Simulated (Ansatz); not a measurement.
The system is CoO.

```
Co O
1.0
     0.00000    2.13150    2.13150
     2.13150    0.00000    2.13150
     2.13150    2.13150    0.00000
Co O
1 1
Direct
  0.00000 0.00000 0.00000
  0.50000 0.50000 0.50000
```

```yaml
Program: Ansatz 0.2.0
Task: relaxation of cell and atoms
Functional: LDA
Potentials_or_basis: Ansatz PAW
Cutoff: "420 eV (not typed: the program's choice for these potentials)"
k_mesh: 8 × 8 × 8
Occupations: fermi-dirac, width 0.05 eV
Spin: collinear spin, ferromagnetic start
Starting_moments: "[2.0, 0.0] μB"
```

At the start: volume 9.68 Å³/atom.

Question: How do energy, volume and symmetry change on relaxing?

Answer: It ends after 10 steps and the volume is 8.38 Å³/atom (-13.4 %); space group Fm-3m (No. 225, to 0.05 Å); moment 1.97 μB per cell.

The path:
| step | energy change (eV) | largest force (eV/Å) | volume (Å³) |
| --- | --- | --- | --- |
| 1 | 0.0000 | 0.0000 | 19.37 |
| 2 | -0.1086 | 0.0000 | 18.27 |
| 3 | -0.1603 | 0.0000 | 17.24 |
| 4 | -0.1697 | 0.0000 | 16.84 |
| 5 | -0.1698 | 0.0000 | 16.84 |
| 6 | -0.1613 | 0.0000 | 16.84 |
| 7 | -0.1619 | 0.0000 | 16.77 |
| 8 | -0.1615 | 0.0000 | 16.77 |
| 9 | -0.1615 | 0.0000 | 16.77 |
| 10 | -0.1615 | 0.0000 | 16.77 |

Final structure:
```
Co O
1.0
     0.00000    2.03145    2.03145
     2.03145    0.00000    2.03145
     2.03145    2.03145    0.00000
Co O
1 1
Direct
  0.00000 0.00000 0.00000
  0.50000 0.50000 0.50000
```

Caveat: the plane-wave basis is chosen anew once the cell has moved, so the energies of steps on either side of that aren't comparable; the pressure holds a Pulay correction of +1.1 GPa for the finite cutoff; a cell with one magnetic atom can't hold antiferromagnetic order, which such compounds often take; the PAW data sets come from PBE, with cores solved anew for the run's functional, which leaves a small shift of forces and pressure.
